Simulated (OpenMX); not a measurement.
**SnO2 (Cassiterite) in OpenMX: convergence with criterion**

SnO2 (Cassiterite):

```
Sn O
1.0
     4.73800    0.00000    0.00000
     0.00000    4.73800    0.00000
     0.00000    0.00000    3.18650
Sn O
2 4
Direct
  0.50834 0.50329 0.50865
  0.99488 0.01355 0.99922
  0.81092 0.18267 0.50043
  0.69822 0.68130 0.06183
  0.20152 0.81032 0.49333
  0.29707 0.32083 0.00161
```

The cell isn't the ideal one: atoms moved at random, drawn with an rms of 0.1 Å.

| Property | Result |
| --- | --- |
| Program | OpenMX 3.8.5 |
| Task | convergence study |
| Functional | LDA |
| Potentials or basis | OpenMX 2013 LDA set, Sn7.0-s3p2d1, O6.0-s2p2, grid cutoff 500 Ry |
| k mesh | 5 × 5 × 7 |
| Occupations | fermi-dirac, width 0.05 eV |
| Spin | no spin polarisation |

These are the settings of the first run; the series varies criterion, with any setting tied to it.

Hardware: 1 thread of Intel(R) Xeon(R) Platinum 8259CL CPU @ 2.50GHz (Skylake/Cascade Lake), on a shared host.

```tsv
criterion	energy less the tightest run, at zero smearing (meV/atom)	SCF cycles	CPU time (s)	peak memory (GiB)
1.0e-3	-0.01	11	180	1.3
1.0e-4	0.00	12	180	1.3
1.0e-5	0.00	13	190	1.3
1.0e-6	0.00	14	200	1.3
1.0e-7	0.00	17	220	1.3
1.0e-8	0.00	18	220	1.3
1.0e-9	0.00	20	240	1.3
1.0e-10	0.00	22	250	1.3
```

Against the tightest run, the energy stays within 1 meV/atom from 1.0e-3 on. The tightest run that finished is the yardstick and may itself not be fully converged.
